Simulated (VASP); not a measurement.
Wanted: the native input for a VASP 6.6.1 run.

* Task: single point
* Functional: LDA
* Potentials or basis: VASP PAW LDA potentials, release 54 (Zn, O)
* Cutoff: 520 eV
* k mesh: 9 × 9 × 4
* Occupations: gaussian, width 0.05 eV
* Spin: no spin polarisation
* Further INCAR settings: ALGO = Fast; EDIFF = 1e-06

The structure of ZnO lies in POSCAR:

```
ZnO
1.0
    3.2879671587      0.0000000000      0.0000000000
   -1.6439835793      2.8474630862      0.0000000000
    0.0000000000      0.0000000000      7.1304413500
Zn O
2 2
Cartesian
    0.0000000000      0.0000000000      1.7826103375
    0.0000000000      0.0000000000      5.3478310125
    1.6439835795      0.9491543620      5.3478310125
   -0.0000000001      1.8983087242      1.7826103375
```

Measurements of this composition are mostly on another form, of space group No. 186.

These files were run (other wordings do the same):

INCAR

```
SYSTEM = ZnO
PREC = Accurate
ENCUT = 520
EDIFF = 1E-6
ISMEAR = 0
SIGMA = 0.05
LREAL = .False.
LASPH = .True.
NELM = 60
ALGO = Fast
ISIF = 2
LWAVE = .False.
LCHARG = .False.
GGA = CA
```

KPOINTS

```
Automatic mesh
0
Gamma
  9 9 4
  0 0 0
```

Potentials or basis: VASP PAW LDA potentials, release 54 (Zn, O).

Launch:

```console
$ cat potpaw_LDA.54/Zn/POTCAR potpaw_LDA.54/O/POTCAR > POTCAR
$ mpirun -np 1 vasp_std > vasp.out
```

It gave:

The pressure is -7.5 GPa and the band gap on the k mesh is 0.76 eV, direct.

Caveat: an odd mesh through Γ misses points on the zone boundary, where band edges often lie.

Run time: 45 s on 1 thread of Intel(R) Xeon(R) Platinum 8488C (Sapphire Rapids), with other jobs on the host, peak memory 0.17 GiB.
